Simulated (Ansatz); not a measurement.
**Zr2COS MXene monolayer in a perpendicular field**

Wanted: the out-of-plane response of the Zr2COS MXene monolayer. A positive field points along +c.

Main program and level: Ansatz 0.2.0; plane-wave DFT, PBE-D3(BJ), Ansatz PAW, in the first sound run; inputs show where later runs differ.

## 1. The structure

The cell holds 5 atoms: 1 S, 2 Zr, 1 C and 1 O. Its edges and angles: a = 3.289 Å, b = 3.289 Å, c = 23.587 Å, α = 90.0°, β = 90.0°, γ = 120.0°. Vacuum lies along c.

As a file:

```cif
data_structure
_symmetry_space_group_name_H-M 'P 1'
_symmetry_Int_Tables_number 1
_cell_length_a 3.2890
_cell_length_b 3.2890
_cell_length_c 23.5866
_cell_angle_alpha 90.000
_cell_angle_beta 90.000
_cell_angle_gamma 120.000
_cell_volume 220.97
loop_
_atom_site_label
_atom_site_type_symbol
_atom_site_fract_x
_atom_site_fract_y
_atom_site_fract_z
_atom_site_occupancy
S1 S 0.33333 0.66667 0.38157 1
Zr2 Zr 0.66667 0.33333 0.45841 1
C3 C 0.00000 0.00000 0.51343 1
Zr4 Zr 0.33333 0.66667 0.56845 1
O5 O 0.66667 0.33333 0.61843 1
```

## 2. Relaxing the slab

The starting cell is a guess, so the in-plane lattice and the atoms are relaxed first, with the slab cut off from its images along the normal. The program lengthens the vector along the normal by itself, so c and the volume that it reports differ from the typed ones.

Contents of input.yaml:

```yaml
crystal:
  lattice:
    - [3.289, 0.0, 0.0]
    - [-1.6445, 2.848357553, 0.0]
    - [0.0, 0.0, 23.5866226631]
  atoms:
    - { symbol: S, position: [0.3333333333, 0.6666666667, 0.3815722212] }
    - { symbol: Zr, position: [0.6666666667, 0.3333333333, 0.4584122808] }
    - { symbol: C, position: [0.0, 0.0, 0.5134329505] }
    - { symbol: Zr, position: [0.3333333333, 0.6666666667, 0.5684536201] }
    - { symbol: O, position: [0.6666666667, 0.3333333333, 0.6184277788] }
  periodic: [true, true, false]
kpoints:
  mp_grid: { grid: [12, 12, 1] }
hamiltonian:
  xc: pbe
  dispersion: d3bj
scf:
  occupations: { method: fermi_dirac, width: 0.05 }
  convergence: { dr2_threshold: 1.0e-09 }
relax:
  f_tol: 0.004
  max_steps: 90
  cell: {}
output:
  write_potential: true
  write_density: true
  volumetric_format: npy
```

Launch:

```bash
ansatz run input.yaml --threads 4 --pin off --max-ram 6144MiB --backend cpu --events-out ev --progress --plain --runs-dir out
```

Numbers of over 12 decimals in the logs are rounded to 6 here.

What it wrote:

```text
Warning: crystal.periodic: the lattice vector that does not repeat stood 0.000° off the slab's normal, 23.587 Å along it as the deck builds it. The run solves the slab on a vector along the normal, 34.973 Å long, with every atom where it was (on the deck's vector they left 18.00 Å outside them, and the widest stretch free of ions among them is 1.81 Å). A fractional position that the run reports is one of the run's ce [...]
Warning: relax.cell: scf.convergence.dr2_threshold = 1e-9 eV is looser than the 2.05809757517e-10 eV advised for a relaxation that steers and ends on the stress (1e-10 eV for each atom of the cell: 5, times the square of relax.cell.stress_2d_tol = 0.05 N/m over 15.6 Å (the atoms' height at the walk's start and 5 Å past either face), 3.208e-2 GPa, over a crystal's default 0.05). What an SCF threshold leaves in a stress goes as its square root, and in the free energy as the threshold itself, and one threshold admits the most on a small cell: [figures from the program's tests cut] Set scf.convergence.dr2_threshold to 2.05809757517e-10 eV or tighter. [rest of the remark cut]
crystal.periodic: the lattice vector that does not repeat stood 0.000° off the slab's normal, 23.587 Å along it as the deck builds it. The run solves the slab on a vector along the normal, 34.973 Å long, with every atom where it was (on the deck's vector they left 18.00 Å outside them, and the widest stretch free of ions among them is 1.81 Å). A fractional position that the run reports is one of the run's cell, which [...]
Engine: ansatz 0.2.0, aarch64-unknown-linux-gnu
Pseudopotentials: kind: paw
Pseudopotential: S, paw, valence charge 6, recommended cutoff 420 eV (normal), S.paw.azcp
Pseudopotential: Zr, paw, valence charge 12, recommended cutoff 420 eV (normal), Zr.paw.azcp
Pseudopotential: C, paw, valence charge 4, recommended cutoff 420 eV (normal), C.paw.azcp
Pseudopotential: O, paw, valence charge 6, recommended cutoff 420 eV (normal), O.paw.azcp
Functional definition: PBE
  parameter kappa = 0.804
  parameter beta = 0.066725
  exchange = pbe_x(kappa = kappa, mu = beta*pi^2/3)
  correlation = pbe_c(beta = beta)
Crystal: 5 atoms, lattice volume = 327.638 Å³
Basis set: ecut = 420 eV, 6537 PW (Γ), exchange–correlation on 48×48×480 points (8 copies of the dense FFT grid, shifted against one another)
Bands: 25, of which v1, the nominal top of the filled ones, is band 20 counted from 1 (19 counted from 0)
Symmetry: 6 space group operations
Space group: P3m1 (ITA 156), of the structure as read, at distance tolerance 6.9e-5 Å
k-points: 19 of 144 (time reversal used)
Non-local potential: S, projectors of the file, l = 0: 2, l = 1: 2, l = 2: 2
Non-local potential: Zr, projectors of the file, l = 0: 3, l = 1: 2, l = 2: 2, l = 3: 2
Non-local potential: C, projectors of the file, l = 0: 2, l = 1: 2, l = 2: 1
Non-local potential: O, projectors of the file, l = 0: 2, l = 1: 2, l = 2: 1
PAW form: soft (Blöchl's): semilocal exchange-correlation on the pseudo side does not see the compensation charge
PAW one-centre angular grid: S, 110 points (default); XC on 64 Gauss nodes
PAW one-centre angular grid: Zr, 590 points (default); XC on 64 Gauss nodes
PAW one-centre angular grid: C, 110 points (default); XC on 64 Gauss nodes
PAW one-centre angular grid: O, 110 points (default); XC on 64 Gauss nodes
Initial density: superposition of atomic densities (neutral atoms: chi_scale 0, normalization atom), corrected by the library's trained network
Initial wavefunctions: pseudopotential atomic-orbital guess
Functional: x = pbe(κ = 0.804, μ = 0.219515), c = pbe(β = 0.066725)
SCF iter   1: F=—  HF=-10094.652741 eV  |F-HF|=—  |Δ(HF+E_count)|=         —  Δρ=2.30e-3  dr2=6.41e-2  ethr=1.77e-3  ⟨swp⟩=11.8  Hψ=3710  notcnv=0
preconditioner: auto → LDOS  [insulator: Δε(μ)=0.265 eV  Ē_g=8.171 eV  σ=0.050 eV  W_gap=0.57  n_scr=20 (ndim 8)  ℏωp=10.0 eV  f_vac=0.746  D(μ)=1.35/eV (n_scr^D=8)  ε∞_Penn≈2.5  β→1.0]
SCF iter   2: F=—  HF=-10094.658772 eV  |F-HF|=—  |Δ(HF+E_count)|=   6.03e-3  Δρ=2.34e-3  dr2=9.51e-2  ethr=1.60e-4  ⟨swp⟩=3.4  Hψ=1167  notcnv=0  defer=4
SCF iter   3: F=—  HF=-10094.649902 eV  |F-HF|=—  |Δ(HF+E_count)|=   8.87e-3  Δρ=5.21e-4  dr2=1.58e-3  ethr=1.60e-4  ⟨swp⟩=2.3  Hψ=732  notcnv=0  defer=4
SCF iter   4: F=—  HF=-10094.650221 eV  |F-HF|=—  |Δ(HF+E_count)|=   3.19e-4  Δρ=2.98e-4  dr2=4.03e-4  ethr=3.95e-6  ⟨swp⟩=3.1  Hψ=1009  notcnv=0  defer=4
SCF iter   5: F=—  HF=-10094.650122 eV  |F-HF|=—  |Δ(HF+E_count)|=   9.85e-5  Δρ=7.43e-5  dr2=2.07e-5  ethr=1.01e-6  ⟨swp⟩=3.6  Hψ=1067  notcnv=0  defer=4
SCF iter   6: F=—  HF=-10094.650113 eV  |F-HF|=—  |Δ(HF+E_count)|=   9.06e-6  Δρ=4.95e-5  dr2=9.18e-6  ethr=5.17e-8  ⟨swp⟩=3.1  Hψ=997  notcnv=0  defer=4
SCF iter   7: F=—  HF=-10094.650109 eV  |F-HF|=—  |Δ(HF+E_count)|=   4.05e-6  Δρ=1.22e-5  dr2=7.06e-7  ethr=2.29e-8  ⟨swp⟩=3.3  Hψ=1001  notcnv=0  defer=4
SCF iter   8: F=—  HF=-10094.650035 eV  |F-HF|=—  |Δ(HF+E_count)|=   7.44e-5  Δρ=7.80e-6  dr2=2.93e-7  ethr=1.76e-9  ⟨swp⟩=3.1  Hψ=994  notcnv=0  defer=4
SCF iter   9: F=—  HF=-10094.650035 eV  |F-HF|=—  |Δ(HF+E_count)|=   1.08e-8  Δρ=2.88e-6  dr2=3.49e-8  ethr=7.32e-10  ⟨swp⟩=3.5  Hψ=1052  notcnv=0  defer=4
SCF iter  10: F=-10094.650035 eV  HF=-10094.650035 eV  |F-HF|=1.81e-9  |Δ(HF+E_count)|=   1.17e-8  Δρ=4.45e-7  dr2=9.96e-10  ethr=2.50e-12  ⟨swp⟩=11.8  Hψ=4872  notcnv=0
SCF 1 converged in 10 iterations: F = -10094.650035 eV  dr2 = 9.96e-10
  greatest PAW one-centre occupation: 0.996 electrons in one spin orbital (limit 2), on the Zr atom at site 1 (counted from 0), in its partial waves of l = 0
relax step   1: F+E_penalty+E_count = -10094.65003484 eV  Δ(F+E_penalty+E_count) = +0.000e0 eV  max|allowed force component| = 4.585e0 eV/Å  Δτ_max = 0.0000 Å  P = +1.374 N/m  Ω = 327.638 Å³  fix = [c, alpha, beta]  reactions: c +0.000 N/m  (10 SCF iters, accepted)
Crystal: 5 atoms, lattice volume = 339.703 Å³
Basis set: ecut = 420 eV, 6717 PW (Γ), exchange–correlation on 48×48×480 points (8 copies of the dense FFT grid, shifted against one another)
Initial density: handed on by an earlier stage of this run
Initial wavefunctions: those handed on with the density
SCF iter   1: F=—  HF=-10095.487909 eV  |F-HF|=—  |Δ(HF+E_count)|=         —  Δρ=1.28e-2  dr2=2.64e0  ethr=3.10e-3  ⟨swp⟩=15.9  Hψ=3662  notcnv=0
preconditioner: auto → LDOS  [insulator: Δε(μ)=0.179 eV  Ē_g=8.540 eV  σ=0.050 eV  W_gap=0.58  n_scr=20 (ndim 8)  ℏωp=9.9 eV  f_vac=0.750  D(μ)=0.53/eV (n_scr^D=4)  ε∞_Penn≈2.3  β→1.0]
[...]
[... from here on, the SCF cycles and remarks between the steps are left out ...]
relax step   4: F+E_penalty+E_count = -10095.30973680 eV  Δ(F+E_penalty+E_count) = -9.055e-2 eV  max|allowed force component| = 1.492e-1 eV/Å  Δτ_max = 0.1185 Å  P = +1.280 N/m  Ω = 338.734 Å³  energy of the carried Pulay correction = -3.614e-3 eV  fix = [c, alpha, beta]  reactions: c +0.000 N/m  (10 SCF iters, accepted)
relax step   5: F+E_penalty+E_count = -10095.31280584 eV  Δ(F+E_penalty+E_count) = -3.069e-3 eV  max|allowed force component| = 5.631e-2 eV/Å  Δτ_max = 0.0115 Å  P = -0.263 N/m  Ω = 342.528 Å³  energy of the carried Pulay correction = -4.822e-3 eV  fix = [c, alpha, beta]  reactions: c -0.000 N/m  (9 SCF iters, accepted)
relax step   6: F+E_penalty+E_count = -10095.31297235 eV  Δ(F+E_penalty+E_count) = -1.665e-4 eV  max|allowed force component| = 8.447e-2 eV/Å  Δτ_max = 0.0052 Å  P = +0.124 N/m  Ω = 341.871 Å³  energy of the carried Pulay correction = -4.614e-3 eV  fix = [c, alpha, beta]  (7 SCF iters, rejected (line search))
relax step   7: F+E_penalty+E_count = -10095.31314523 eV  Δ(F+E_penalty+E_count) = -3.394e-4 eV  max|allowed force component| = 4.750e-3 eV/Å  Δτ_max = 0.0023 Å  P = -0.075 N/m  Ω = 342.105 Å³  energy of the carried Pulay correction = -4.688e-3 eV  fix = [c, alpha, beta]  reactions: c -0.000 N/m  (7 SCF iters, accepted)
relax step   8: F+E_penalty+E_count = -10095.31322799 eV  Δ(F+E_penalty+E_count) = -8.276e-5 eV  max|allowed force component| = 1.002e-3 eV/Å  Δτ_max = 0.0011 Å  P = -0.000 N/m  Ω = 341.898 Å³  energy of the carried Pulay correction = -4.623e-3 eV  fix = [c, alpha, beta]  reactions: c -0.000 N/m  (6 SCF iters, accepted)
relax step   9: F+E_penalty+E_count = -10095.31943994 eV  Δ(F+E_penalty+E_count) = -6.212e-3 eV  max|allowed force component| = 2.186e-3 eV/Å  Δτ_max = 0.0000 Å  P = +0.122 N/m  Ω = 341.898 Å³  fix = [c, alpha, beta]  reactions: c +0.000 N/m  stress off target by 1.22e-1 N/m on what of the cell is left free  SCF on the basis re-selected at this cell (its energy is not comparable with the rows above)  (6 SCF iters)
relax step  10: F+E_penalty+E_count = -10095.31937835 eV  Δ(F+E_penalty+E_count) = +6.159e-5 eV  max|allowed force component| = 2.676e-4 eV/Å  Δτ_max = 0.0011 Å  P = +0.005 N/m  Ω = 342.196 Å³  energy of the carried Pulay correction = -9.619e-5 eV  fix = [c, alpha, beta]  reactions: c +0.000 N/m  (6 SCF iters, accepted)
iter 1 solved again at ethr=1.69e-7 eV; its pass at ethr=3.10e-3 eV (dr2=6.77e-5 eV) is discarded
SCF iter   1: F=—  HF=-10095.319524 eV  |F-HF|=—  |Δ(HF+E_count)|=         —  Δρ=3.59e-6  dr2=6.19e-9  ethr=1.69e-7  ⟨swp⟩=6.6  Hψ=5764  notcnv=0
eigensolver tolerance schedule: the retry pair's looser diagonalisation over-reported the residual by 10942.26 of it (diagonalisation noise at 1.48 of the residual, at the tolerance the schedule requests for it); recorded, not acted on — ethr = c·dr2/N_el stays at c = 1.0e-1
preconditioner: auto → LDOS  [insulator: Δε(μ)=0.130 eV  Ē_g=8.378 eV  σ=0.050 eV  W_gap=0.50  n_scr=20 (ndim 8)  ℏωp=9.8 eV  f_vac=0.755  D(μ)=0.67/eV (n_scr^D=6)  ε∞_Penn≈2.4  β→1.0]
SCF iter   2: F=—  HF=-10095.319485 eV  |F-HF|=—  |Δ(HF+E_count)|=   3.89e-5  Δρ=1.75e-6  dr2=2.13e-8  ethr=1.55e-11  ⟨swp⟩=6.5  Hψ=2130  notcnv=0
SCF iter   3: F=—  HF=-10095.319485 eV  |F-HF|=—  |Δ(HF+E_count)|=   2.11e-9  Δρ=3.92e-7  dr2=1.74e-9  ethr=1.55e-11  ⟨swp⟩=3.4  Hψ=939  notcnv=0
SCF iter   4: F=-10095.319485 eV  HF=-10095.319485 eV  |F-HF|=3.36e-8  |Δ(HF+E_count)|=   3.30e-8  Δρ=1.75e-7  dr2=2.42e-10  ethr=2.50e-12  ⟨swp⟩=16.1  Hψ=4230  notcnv=0
SCF 11 converged in 4 iterations: F = -10095.319485 eV  dr2 = 2.42e-10
relax step  11: F+E_penalty+E_count = -10095.31948522 eV  Δ(F+E_penalty+E_count) = -1.069e-4 eV  max|allowed force component| = 2.528e-4 eV/Å  Δτ_max = 0.0000 Å  P = +0.006 N/m  Ω = 342.196 Å³  fix = [c, alpha, beta]  reactions: c +0.000 N/m  stress off target by 6.15e-3 N/m on what of the cell is left free  SCF on the basis re-selected at this cell (its energy is not comparable with the rows above)  (4 SCF iters)
basis re-selected at this cell: Δ(F+E_penalty+E_count) = -1.069e-4 eV, ΔP = +0.001 N/m vs the last step (what re-selecting the basis moved, of the pressure what is left beyond the Pulay correction that the steps carried, after the strain that the cell walked since its last selection, with what the two solves' SCF thresholds leave and, on support functions, any second-order correction that the steps lacked; it is no m [...]
WARN: The output density's exchange-correlation potential varies sharply where the density is thin. Do not read a vacuum level from v_tot or v_xc, or from such a field of the output density. On a cell that repeats whose density bears no net charge and no dipole along the vacuum's axis use v_es (v_loc + v_h of the components); under efield.dipole_correction with no amplitude use v_es + v_field, which holds any externa [...]
SCF converged after 4 iterations
Free energy (F): -10095.319485 eV
Harris-Foulkes:  -10095.319485 eV  (|F-HF|=3.36e-8)
Internal energy: -10095.314141 eV  (E = F + TS)
E sigma→0 (E₀):  -10095.316813 eV
Entropy (-TS):   -0.005344 eV (-1.069 meV/atom)
Fermi energy:    -5.427055 eV
--- Per-component energies (eV) ---
  E_band       = -872.817526
  E_kinetic    = 1039.341843
  E_local      = -99591.953828  (includes V_loc(G=0)·N_el)
  E_nonlocal   = 257.575446
  E_hartree    = 49127.138858
  E_xc         = -545.545109
  E_vxc        = -627.191019  (∫ρ·V_xc dr)
  E_paw        = -6763.221005  (= ΣΔE_a)
  E_vpaw       = -204.869180  (= ΣTr[D̂ρ^β])
  E_aug_tail   = 0.002480  (compensation charges beyond the density's cutoff)
  E_ewald      = 46382.650035
  E_disp       = -1.302859  (pairwise vdW)
  E_smearing   = -0.005344  (= −TS)
  E_closure    = -0.000000  (closes the sum)
  Σ components = -10095.319485   (vs F -10095.319485, Δ=0.00e0)
--- Forces (eV/Å), atoms counted from 1 ---
  atom   1  S      0.00000000    -0.00000000     0.00000954
  atom   2  Zr    -0.00000000     0.00000000     0.00025362
  atom   3  C      0.00000000     0.00000000    -0.00018545
  atom   4  Zr     0.00000000     0.00000000    -0.00007245
  atom   5  O      0.00000000     0.00000000    -0.00000104
  max |Σ_I F_I| component: 4.22e-6 eV/Å
--- 2D stress c σ (N/m, compression-positive) ---
        0.006146       0.000000      -0.000000
       -0.000000       0.006146       0.000000
       -0.000000       0.000000       0.000000
  P = ½ c Tr σ = 0.0061 N/m
--- Band table (eV; the first three rows and the last of 19) ---
  k-point 0: bands = [... 16 lower, -7.5320, -6.5158, -5.2068, -5.2068, -4.1119, -4.1119, -3.8919, -2.6045, ... 1 higher]
  k-point 1: bands = [... 16 lower, -7.5120, -6.3807, -5.8120, -5.5361, -4.2154, -3.7625, -3.5368, -2.6367, ... 1 higher]
  k-point 2: bands = [... 16 lower, -7.4929, -7.1071, -6.1564, -5.9785, -4.5750, -3.3098, -3.0187, -2.6113, ... 1 higher]
  k-point 18: bands = [... 16 lower, -8.5018, -7.9286, -7.6198, -7.5149, -3.5112, -3.0234, -2.3351, -1.9029, ... 1 higher]
  the weakly bound empty levels are not read free of the cell's end (no_gap_told)
--- Relaxed structure (9 steps of the walk, 8 accepted, 2 SCFs on fresh bases) ---
  F+E_penalty+E_count = -10095.31948522 eV   max|allowed force component| = 2.528e-4 eV/Å   (the final SCF, on the basis selected at the relaxed cell)
  cell:  # Å, volume = 342.1962 Å³
    - [3.361277, 5.349558354047333e-18, 0]
    - [-1.680638, 2.910951, 0]
    - [0, 0, 34.973245]
  atoms:
    - { symbol: S, position: [0.333333, 0.666667, 0.262039] }
    - { symbol: Zr, position: [0.666667, 0.333333, 0.307893] }
    - { symbol: C, position: [0, 0, 0.345936] }
    - { symbol: Zr, position: [0.333333, 0.666667, 0.385951] }
    - { symbol: O, position: [0.666667, 0.333333, 0.411407] }
```

It took 44 s on 4 threads of Arm Neoverse V2, shared host; peak memory 0.68 GiB.

Relaxation path:

```tsv
step	energy less that of the first step (eV)	largest force component (eV/Å)	volume (Å³)
1	0.0000	4.5854	327.64
2	-0.4659	2.7405	339.70
3	-0.5692	0.8819	352.36
4	-0.6597	0.1492	338.73
5	-0.6628	0.0563	342.53
6	-0.6629	0.0845	341.87
7	-0.6631	0.0047	342.11
8	-0.6632	0.0010	341.90
9*	-0.6694	0.0022	341.90
10	-0.6693	0.0003	342.20
11*	-0.6694	0.0003	342.20
```

Relaxation steps marked * repeat the geometry before them on a plane-wave basis chosen anew for their cell, so energy and pressure can jump there. Relaxation step 6 was tried and not accepted.

The run keeps the 6 symmetry operations that it works with, so distortions that break them were not tested.

```tsv
cell as run	before	after	change
a (Å)	3.289	3.361	+2.2 %
b (Å)	3.289	3.361	+2.2 %
```

The atoms that moved most (Å, along periodic axes as changes of fractional coordinates times the final cell, across vacuum about the mean position):

```tsv
atom	dx	dy	dz	length
O5	0.000	0.000	-0.198	0.198
S1	0.000	0.000	0.164	0.164
Zr4	0.000	0.000	0.090	0.090
Zr2	0.000	0.000	-0.044	0.044
C3	0.000	0.000	-0.012	0.012
```

Final coordinates:

```xyz
5
Lattice="3.3613 0.0000 0.0000 -1.6806 2.9110 0.0000 0.0000 0.0000 34.9732" Properties=species:S:1:pos:R:3
S     0.0000    1.9406    9.1643
Zr    1.6806    0.9703   10.7680
C     0.0000    0.0000   12.0985
Zr    0.0000    1.9406   13.4980
O     1.6806    0.9703   14.3882
```

This step gave:

```yaml
energy_at_zero_smearing: -10095.3168 eV
```

The lattice constant a goes from 3.289 to 3.361 Å.

(Part 1 of 3 ends here.)

[Logs are printed without paths, hosts, clocks, repeated set-up lines and the standing remarks that a program may print on its own settings, such as how far it seeks lower states.]

[Hosts, paths, dates, database ids (printed as entryN), source tags and the programs' standing remarks are cut or masked in the printed files.]

[Maps of the electrostatic potential energy from Ansatz leave out the sawtooth potential of an applied field or a dipole correction, so their vacuum need not be flat; planar profiles and work functions include it.]
